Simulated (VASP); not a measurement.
# TiO2 (Fm-3m) in VASP: a series of runs, part 2 of 2

VASP 6.6.1.

### 4 Single point, PBEsol

Input file INCAR:

```
SYSTEM = TiO2
  PREC = Accurate
  ENCUT = 520
  EDIFF = 1E-6
  ISMEAR = 1
  SIGMA = 0.5
  LREAL = .False.
  LASPH = .True.
  NELM = 60
  ALGO = Normal
  ISIF = 2
  LWAVE = .False.
  LCHARG = .False.
  GGA = PS
  NBANDS = 19
```

Input file KPOINTS:

```
Automatic mesh
0
Gamma
  6 6 6
  0 0 0
```

Input file POSCAR:

```
TiO2
1.0
    0.0000000000      2.3968272579      2.3968272579
    2.3968272579      0.0000000000      2.3968272579
    2.3968272579      2.3968272579      0.0000000000
Ti O
1 2
Direct
    0.0000000000      0.0000000000      0.0000000000
    0.2500000000      0.2500000000      0.2500000000
    0.7500000000      0.7500000000      0.7500000000
```

Potentials or basis: VASP PAW PBE potentials, release 64 (Ti_sv, O).

Command:

```sh
> cat potpaw_PBE.64/Ti_sv/POTCAR potpaw_PBE.64/O/POTCAR > POTCAR
> mpirun -np 1 vasp_std > vasp.out
```

OUTCAR:

```text
SYSTEM = TiO2
   PREC = Accurate
   ENCUT = 520
   EDIFF = 1E-6
   ISMEAR = 1
   LREAL = .False.
   LASPH = .True.
   NELM = 60
   ISIF = 2
   GGA = PS

 ion  position               nearest neighbor table
   1  0.000  0.000  0.000-   3 2.08   3 2.08   3 2.08   2 2.08   3 2.08   2 2.08   2 2.08   2 2.08

   2  0.250  0.250  0.250-   1 2.08   1 2.08   1 2.08   1 2.08
   3  0.750  0.750  0.750-   1 2.08   1 2.08   1 2.08   1 2.08

  LATTYP: Found a face centered cubic cell.
 ALAT       =     4.7936545158

  Lattice vectors:

 A1 = (   0.0000000000,   2.3968272579,   2.3968272579)
 A2 = (   2.3968272579,   0.0000000000,   2.3968272579)
 A3 = (   2.3968272579,   2.3968272579,   0.0000000000)

Analysis of symmetry for initial positions (statically):
=====================================================================
 Subroutine PRICEL returns:
 Original cell was already a primitive cell.

 Routine SETGRP: Setting up the symmetry group for a
 face centered cubic supercell.

 Subroutine GETGRP returns: Found 48 space group operations
 (whereof 48 operations were pure point group operations)
 out of a pool of 48 trial point group operations.

[... 155 lines left out ...]
  energy without entropy =      -27.39189907  energy(sigma->0) =      -27.35089280

 E-fermi :   8.4030     XC(G=0): -12.5369

 val. band max:        8.3518192136   @ k =   0.0000   0.0000   0.0000
 cond. band min:       8.5239515585   @ k =   0.1667   0.1667   0.0000
 fundamental gap:      0.1721323449
 Fermi energy:         8.4030384442

 k-point     1 :       0.0000    0.0000    0.0000
  band No.  band energies     occupation
      1     -50.2228      2.00000
      2     -26.4178      2.00000
      3     -26.4178      2.00000
      4     -26.4178      2.00000
      5     -12.4014      2.00000
      6      -8.4960      2.00000
[... 329 lines left out ...]
      6     -10.1681      2.00000
[... 11 lines left out ...]
     18      18.7225      0.00000
     19      22.4941      0.00000

------------------------ aborting loop because EDIFF is reached ----------------------------------------

  FORCE on cell =-STRESS in cart. coord.  units (eV):
  Direction    XX          YY          ZZ          XY          YZ          ZX
  --------------------------------------------------------------------------------------
  -------------------------------------------------------------------------------------
  Total       -0.3856406     -0.3856406     -0.3856406      0.0000000      0.0000000     -0.0000000
  in kB      -22.4363951    -22.4363951    -22.4363951      0.0000000      0.0000000     -0.0000000
  external PRESSURE =     -22.4363951 kB  Pullay stress =       0.0000000 kB

 VOLUME and BASIS-vectors are now :
 -----------------------------------------------------------------------------
  energy-cutoff  :      520.00
  volume of cell :       27.54
      direct lattice vectors                 reciprocal lattice vectors
     0.000000000  2.396827258  2.396827258    -0.208609110  0.208609110  0.208609110
     2.396827258  0.000000000  2.396827258     0.208609110 -0.208609110  0.208609110
     2.396827258  2.396827258  0.000000000     0.208609110  0.208609110 -0.208609110

 POSITION                                       TOTAL-FORCE (eV/Angst)
 -----------------------------------------------------------------------------------
      0.00000      0.00000      0.00000        -0.000000     -0.000000     -0.000000
      1.19841      1.19841      1.19841         0.000000      0.000000      0.000000
      3.59524      3.59524      3.59524        -0.000000     -0.000000     -0.000000
 -----------------------------------------------------------------------------------
    total drift:                                0.000000     -0.000000      0.000000

  FREE ENERGIE OF THE ION-ELECTRON SYSTEM (eV)
  ---------------------------------------------------
  free  energy   TOTEN  =       -27.3303896722 eV

  energy  without entropy=      -27.3918990669  energy(sigma->0) =      -27.35089280
```

OSZICAR:

```text
N       E                     dE             d eps       ncg     rms          rms(c)
DAV:   1     0.241066076798E+03    0.24107E+03   -0.13156E+04   608   0.150E+03
DAV:   2    -0.148830558165E+02   -0.25595E+03   -0.24245E+03   654   0.412E+02
DAV:   3    -0.357977816830E+02   -0.20915E+02   -0.20621E+02   693   0.120E+02
DAV:   4    -0.365053376522E+02   -0.70756E+00   -0.70590E+00   854   0.203E+01
DAV:   5    -0.365183696551E+02   -0.13032E-01   -0.13028E-01   726   0.258E+00    0.208E+01
DAV:   6    -0.279613077296E+02    0.85571E+01   -0.39931E+01   737   0.751E+01    0.930E+00
DAV:   7    -0.276230367625E+02    0.33827E+00   -0.96700E+00   740   0.279E+01    0.609E+00
DAV:   8    -0.274143683933E+02    0.20867E+00   -0.45725E-01   700   0.703E+00    0.361E+00
DAV:   9    -0.275068279454E+02   -0.92460E-01   -0.17490E+00   728   0.122E+01    0.381E+00
DAV:  10    -0.273453841985E+02    0.16144E+00   -0.65242E-01   741   0.720E+00    0.126E+00
DAV:  11    -0.273332571813E+02    0.12127E-01   -0.90028E-02   686   0.308E+00    0.490E-01
DAV:  12    -0.273309015270E+02    0.23557E-02   -0.80855E-03   674   0.771E-01    0.198E-01
DAV:  13    -0.273308235253E+02    0.78002E-04   -0.21451E-04   708   0.167E-01    0.176E-01
DAV:  14    -0.273303899190E+02    0.43361E-03   -0.20309E-03   764   0.335E-01    0.387E-02
DAV:  15    -0.273304246991E+02   -0.34780E-04   -0.15564E-04   647   0.134E-01    0.547E-02
DAV:  16    -0.273303945099E+02    0.30189E-04   -0.58622E-05   656   0.813E-02    0.216E-02
DAV:  17    -0.273303895282E+02    0.49818E-05   -0.20477E-05   680   0.445E-02    0.300E-03
DAV:  18    -0.273303896722E+02   -0.14402E-06   -0.66191E-07   376   0.815E-03
   1 F= -.27330390E+02 E0= -.27350893E+02  d E =0.615094E-01
```

stdout:

```text
POSCAR found type information on POSCAR TiO
 POSCAR found :  2 types and       3 ions
 scaLAPACK will be used
 -----------------------------------------------------------------------------
|                                                                             |
|                                                                             |
|     You enforced a specific xc type in the INCAR file but a different       |
|     I HOPE YOU KNOW WHAT YOU ARE DOING!                                     |
|                                                                             |
 -----------------------------------------------------------------------------

 LDA part: xc-table for (Slater+PW92), standard interpolation
 POSCAR, INCAR and KPOINTS ok, starting setup
 FFT: planning ... GRIDC
 FFT: planning ... GRID_SOFT
 FFT: planning ... GRID
 WAVECAR not read
 entering main loop
```

It took 21 s on 1 thread of AMD EPYC 7R13 (Zen 3), shared host; peak memory 0.12 GiB.

What came out:

| Item | Value |
| --- | --- |
| Free energy | -27.3304 eV |
| Pressure | -2.2 GPa |
| Band gap on the k mesh | 1.07 eV, indirect (least direct gap 1.79 eV) |

Caveat: the PAW data sets were made with another functional, which shifts forces and pressure a little. PBEsol gaps usually lie below the measured ones, often by a third to a half.

### 5 Overview

```tsv
level	k mesh	smearing	exchange at q = 0	grid for exact exchange (PRECFOCK)	screening parameter	mesh quality	gap on the mesh (eV)	pressure (GPa)
PBEsol	6 × 6 × 6	gaussian 0.01 eV	-	-	-	not flagged	1.07	-1.9
HSE06	4 × 4 × 4	gaussian 0.01 eV	truncated	Normal	0.2079 1/A	coarse	2.60	-3.0
PBEsol	6 × 6 × 6	methfessel-paxton 0.5 eV	-	-	-	not flagged	1.07	-2.2
```

Alike in all rows: task single point; potentials or basis VASP PAW PBE potentials, release 64 (Ti_sv, O); no spin polarisation; cell as given; cutoff (eV) 520.

Caveats: some runs use coarse meshes; the PAW data sets were made with another functional, which shifts forces and pressure a little.

Total energies depend on the potentials used, so only differences within one code and one set of settings carry meaning.
